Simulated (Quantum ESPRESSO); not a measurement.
Runs of Quantum ESPRESSO 7.5 on SiC. It takes space group P6_3mc (No. 186, hexagonal). The conventional cell has a = 3.076 Å, b = 3.076 Å, c = 10.071 Å, α = 90.00°, β = 90.00°, γ = 120.00°. Si (site symmetry 3m) is surrounded by 4 C at 1.88 to 1.89 Å. Si (site symmetry 3m) has 4 C at 1.88 to 1.89 Å as nearest neighbours. C (site symmetry 3m) is surrounded by 4 Si at 1.88 to 1.89 Å. Around C (site symmetry 3m) lie 4 Si at 1.88 to 1.89 Å. The cell is a database's computed one.

```tsv
task	level	potentials or basis	k mesh	cutoff (eV)	form of the LDA correlation	SCF threshold	symmetry	gap on the mesh (eV)	pressure (GPa)	V0 of scaled cells (Å³/atom)	B0 (GPa)
band structure	LDA	GBRV 1.5 LDA	10 × 10 × 3	612	PZ81	1.6e-09 Ry	-	2.18	-3.9	-	-
band structure	r2SCAN	SG15 PBE 1.2	8 × 8 × 2	1197	-	1e-08 Ry	off	2.60	(a)	-	-
equation of state	PBEsol	GBRV 1.5 PBEsol	10 × 10 × 3	612	-	1.6e-09 Ry	-	-	-	10.34	(c)
equation of state	PBE	SSSP 1.3 efficiency PBE	10 × 10 × 3	748	-	1.6e-09 Ry	-	-	-	10.51	213
equation of state	LDA	GBRV 1.5 LDA	10 × 10 × 3	612	PZ81	1.6e-09 Ry	-	-	-	10.14	(b)
```

Alike in all rows: no spin polarisation; cell as given; smearing fermi-dirac 0.05 eV.

Problem. Fill in the values left out.

Solution. (a) 1.9; (b) 229; (c) 222.

Caveats: the cell was scaled at fixed shape and fractional positions, which overstates the stiffness of a crystal with free parameters, most of all of layers and chains (some runs); some levels on the path didn't converge (some runs); the potentials were made for another functional, which shifts forces and pressure (some runs).

